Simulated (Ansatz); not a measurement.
Relaxed InN (zinc blende):

```
InN
1.0
    0.00000     2.52449     2.52449
    2.52449     0.00000     2.52449
    2.52449     2.52449     0.00000
N In
1 1
Direct
  0.75000   0.75000   0.75000
  0.00000   0.00000   0.00000
```

A phonon eigenvector at Γ is frozen into this cell: atom i moves by Q times the vector below, so Q is the largest atomic displacement, in Å. The cell is held. It is one choice among 3 degenerate patterns.

| atom | x | y | z |
|---|---|---|---|
| N1 | 0.000 | 0.000 | -1.000 |
| In2 | 0.000 | 0.000 | 0.122 |

Method: PBE (plane waves to 420 eV, PAW, scalar-relativistic; Ansatz, a quantum-chemistry and plane-wave program). k mesh 11×11×11 (Γ-centred), Fermi-Dirac smearing 0.05 eV. E stands for the smeared free energy. With partly filled bands, energies and forces of such displacements shift with the k mesh and the smearing. At this level the bands of InN touch or barely overlap; measurements give the solid a gap. InN was relaxed with its symmetry unable to fall. ΔE is measured from the undisplaced structure. The last digit holds for this mesh only.

| Q (Å) | ΔE (meV/cell) |
|---|---|
| -0.1000 | 53.73 |
| -0.0833 | withheld |
| -0.0667 | 23.98 |
| -0.0500 | 13.51 |
| -0.0333 | 6.01 |
| -0.0167 | 1.50 |
| 0.0000 | 0.00 |
| 0.0167 | 1.50 |
| 0.0333 | 6.01 |
| 0.0500 | 13.51 |
| 0.0667 | 23.98 |
| 0.0833 | withheld |
| 0.1000 | 53.73 |

Q: Fit an even polynomial form (powers 2, 4) to the given rows and predict ΔE at Q = -0.0833.

A: Least squares on the 11 given rows: ΔE = (5409)·Q² + (-3639)·Q⁴, in meV/cell with Q in Å; root-mean-square residual 0.010 meV/cell. At -0.0833 the fit gives 37.36 meV/cell; the calculation gives 37.39 meV/cell, so the interpolation is off by -0.03 (-0.1 %). The quadratic term alone would give 37.53 meV/cell.

(For displaced atoms, the force is minus the slope of the energy, and its curvature is a force constant, which sets phonon frequencies.)
